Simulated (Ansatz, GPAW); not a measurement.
## One calculation of Co, 3 ways

```
Co
1.0
     2.47200    0.00000    0.00000
    -1.23600    2.14081    0.00000
     0.00000    0.00000    4.02114
Co
2
Direct
  0.66667 0.33333 0.75000
  0.33333 0.66667 0.25000
```

Alike in all runs: task single point; functional PBE; k mesh 12 × 12 × 7; occupations gaussian, width 0.014 eV; collinear spin, ferromagnetic start; no spin-orbit coupling. Pressure is positive in compression and, in plane waves, holds the error of the finite cutoff, which Ansatz's Pulay term estimates and takes out.

```tsv
program and potentials	plane-wave cutoff (eV)	notes	pressure (GPa)	net moment per atom (μB)
Ansatz, Ansatz PAW	420	17 valence electrons an atom on average	?	?
Ansatz, all-electron LAPW, scalar-relativistic	-	-	4.63	1.61
GPAW, GPAW PAW data sets (gpaw-data 1.2.1)	600	9 valence electrons an atom on average	4.81	1.61
```

Estimate from the other rows what the run with Ansatz, Ansatz PAW gave.

Pressure 4.75 GPa; net moment per atom 1.61 μB. Its pressure holds a Pulay term of +0.18 GPa. The other rows, which needn't bracket it: pressure 4.63 to 4.81; net moment per atom 1.61.
